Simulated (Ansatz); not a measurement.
Li$_{3}$N (Li3N type, space group P6/mmm)

```yaml
crystal:
  lattice:
    - [3.63435, 0.00000, 0.00000]
    - [-1.81718, 3.14744, 0.00000]
    - [0.00000, 0.00000, 3.86452]
  atoms:
    - { symbol: Li, position: [0.00000, 0.00000, 0.50000] }
    - { symbol: Li, position: [0.33333, 0.66667, 0.00000] }
    - { symbol: Li, position: [0.66667, 0.33333, 0.00000] }
    - { symbol: N, position: [0.00000, 0.00000, 0.00000] }
```

Equation-of-state scan: isotropic scaling of the cell above, V₀ being its volume. Symmetry pins the atoms to their sites.

Calculation: PBE (plane waves to 420 eV, PAW, scalar-relativistic; Ansatz, a quantum-chemistry and plane-wave program). k mesh 10×10×9 (Γ-centred), Fermi-Dirac smearing 0.05 eV. The energy includes the smearing's −TS. Stress and pressure are positive under compression. With the shape held, the modulus is that of even scaling; a crystal free to change shape is softer. Li3N was relaxed with its symmetry unable to fall. ΔE is measured from the relaxed starting cell.

```
V (Å³/atom)  ΔE (meV/atom)
-----------  -------------
9.283                 61.8
9.578                 40.9
9.873                 24.9
10.167                13.4
10.462                 5.7
10.757                 1.4
11.051                 0.0
11.346                 1.2
11.641                 4.8
11.936                10.3
12.230                17.7
12.525            withheld
12.820                36.9
```

Problem. Fit a third-order Birch-Murnaghan form (E₀, V₀, B₀, B₀′ free) to the given rows and predict ΔE at V = 12.525.

Solution. Least squares on the 12 given rows: ΔE = E₀ + (9V₀B₀/16)·y²·[2 + (B₀′ − 4)y], y = (V₀/V)^(2/3) − 1, with V₀ = 11.053 Å³/atom, B₀ = 53.08 GPa (160.2 GPa = 1 eV/Å³; the term in eV is multiplied by 1000), B₀′ = 3.78, E₀ = 0.00 meV/atom; root-mean-square residual 0.03 meV/atom. At 12.525 the fit gives 26.6 meV/atom; the calculation gives 26.6 meV/atom, the same to the digits shown. For the pressure the fit gives -5.2 GPa against the computed -5.2 GPa.

(A scan under strain: stresses follow from slopes of the energy per volume, elastic moduli from its curvatures.)
